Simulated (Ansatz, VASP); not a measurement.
**Two plane-wave programs on SnSe2**

```
CELL_PARAMETERS angstrom
3.82516 0.00000 0.00000
-1.91258 3.31269 0.00000
0.00000 0.00000 6.22706
ATOMIC_POSITIONS crystal
Sn 0.00000 0.00000 0.00000
Se 0.33333 0.66667 0.25308
Se 0.66667 0.33333 0.74692
```

Alike in both runs: task single point; functional PBEsol; k mesh 6 × 6 × 4; no spin polarisation.

|  | VASP | Ansatz |
| --- | --- | --- |
| version | VASP 6.6.1 | Ansatz 0.2.0 |
| potentials or method | VASP PAW PBE potentials, release 64 (Sn_d, Se) | plane waves |
| plane-wave cutoff (eV) | 520 | 420 |
| occupations | gaussian, width 0.01 eV | fixed |
| valence electrons in the cell | 26 | 46 |

Ansatz gave:

```
gap on the k mesh at the Fermi level (eV)       : 0.72
pressure (GPa)                                  : 0.0
largest component of the traceless stress (GPa) : 0.19
rms of the force components (eV/Å)              : 0.034
```

Question: Estimate VASP's values.

Answer: gap on the k mesh at the Fermi level (eV): 0.72; pressure (GPa): 0.1; largest component of the traceless stress (GPa): 0.20; rms of the force components (eV/Å): 0.044.

Atom by atom the forces differ by 0.009 eV/Å (rms over components). The two sets of potentials don't hold the same shells in valence.

Caveats: the PAW data sets were made with another functional, which shifts forces and pressure a little (VASP); spin-orbit coupling is left out, which moves the levels of the heavy elements; this functional lacks dispersion, which binds the layers, so the pressure and a relaxed spacing across them are unreliable. A k mesh can miss the band edges.
